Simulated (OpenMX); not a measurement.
Crystal: KI.

```
CELL_PARAMETERS angstrom
0.00000 3.53277 3.53277
3.53277 0.00000 3.53277
3.53277 3.53277 0.00000
ATOMIC_POSITIONS crystal
I 0.50000 0.50000 0.50000
K 0.00000 0.00000 0.00000
```

Base run:

```yaml
Program: OpenMX 3.8.5
Functional: PBE
Potentials_or_basis: OpenMX 2013 PBE set, I7.0-s3p2d2, K10.0-s3p2, grid cutoff 300 Ry
k_mesh: 7 × 7 × 7
Occupations: fermi-dirac, width 0.05 eV
Spin: no spin polarisation
```

Its results: band gap on the k mesh 3.99 eV, direct; pressure 1.4 GPa.

Question: The run is repeated on the same cell with these changes: potentials or basis from OpenMX 2013 PBE set, I7.0-s3p2d2, K10.0-s3p2, grid cutoff 300 Ry to OpenMX 2013 PBE set, I7.0-s3p3d2f1, K10.0-s3p2d2, grid cutoff 300 Ry. What comes out?

Answer: Band gap on the k mesh 4.13 eV, direct; pressure 0.7 GPa.

Caveats: spin-orbit coupling is left out, which moves the levels of the heavy elements; the basis of atomic orbitals isn't converged, which shifts pressures, moduli and gaps.
